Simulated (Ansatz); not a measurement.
**Cl: relaxation of cell and atoms with PBE**

Cl:

```xyz
4
Lattice="3.1450 -2.2500 0.0000 3.1450 2.2500 0.0000 0.0000 0.0000 8.2100" Properties=species:S:1:pos:R:3 pbc="T T T"
Cl    3.1450    0.5850    3.2840
Cl    3.1450    1.6650    7.3890
Cl    3.1450   -0.5850    4.9260
Cl    3.1450   -1.6650    0.8210
```

```json
{
 "Program": "Ansatz 0.2.0",
 "Task": "relaxation of cell and atoms",
 "Functional": "PBE",
 "Potentials or basis": "Ansatz PAW",
 "Cutoff": "420 eV (not typed: the program's choice for these potentials)",
 "k mesh": "7 × 7 × 4",
 "Occupations": "fermi-dirac, width 0.05 eV",
 "Spin": "no spin polarisation",
 "Target pressure": "10 GPa",
 "Target pressure (GPa)": "10"
}
```

The relaxed volume is 19.47 Å³/atom and the relaxed cell is a = 3.346 Å, b = 3.346 Å, c = 7.626 Å, α = 90.00°, β = 90.00°, γ = 65.74°. The space group after relaxing (to 0.05 Å) is Cmce (No. 64) and the energy change on relaxing (the enthalpy is what falls) is +200.9 meV/atom. The ionic steps are 9, the pressure after relaxing is 10.0 GPa and the band gap on the k mesh is 1.96 eV, indirect (least direct gap 2.09 eV).

Step by step:
| step | energy change (eV) | largest force (eV/Å) | volume (Å³) |
| --- | --- | --- | --- |
| 1 | 0.0000 | 0.0976 | 116.19 |
| 2 | 0.1225 | 0.3807 | 100.24 |
| 3 | 0.4269 | 0.4291 | 86.62 |
| 4 | 0.8591 | 0.1829 | 77.32 |
| 5 | 0.8198 | 0.1180 | 77.68 |
| 6 | 0.7980 | 0.0289 | 77.95 |
| 7 | 0.8045 | 0.0028 | 77.84 |
| 8 | 0.8030 | 0.0014 | 77.87 |
| 9 | 0.8034 | 0.0012 | 77.87 |

Final structure:
```
Cl
1.0
     2.81071   -1.81628    0.00000
     2.81071    1.81628    0.00000
     0.00000    0.00000    7.62642
Cl
4
Direct
  0.35439 0.64561 0.38550
  0.14561 0.85439 0.88550
  0.64561 0.35439 0.61450
  0.85439 0.14561 0.11450
```

Levels at points of the mesh, in eV from the valence-band top:
| k point | band 10 | band 11 | band 12 | band 13 | band 14 | band 15 | band 16 | band 17 | band 18 |
| --- | --- | --- | --- | --- | --- | --- | --- | --- | --- |
| (0.00, 0.00, 0.00) | -1.69 | -1.51 | -0.85 | -0.13 | 0.00 | 2.09 | 3.11 | 7.34 | 7.42 |
| (0.00, 0.00, -0.50) | -1.79 | -1.45 | -1.45 | -0.06 | -0.06 | 2.45 | 2.45 | 8.05 | 8.05 |

Wall time 10 s on 2 threads of AMD EPYC 9R45 96-Core Processor (Zen 5) (shared host), peak memory 0.48 GiB.

Caveat: the volume moved by over 15 % at a fixed basis, so the end points are rough; odd divisions of the mesh miss points on the zone boundary, where band edges often lie, so the gap on the mesh can be too wide; the plane-wave basis is chosen anew once the cell has moved, so the energies of steps on either side of that aren't comparable. Expect the measured gap to be larger: semilocal functionals such as PBE lack the derivative discontinuity.
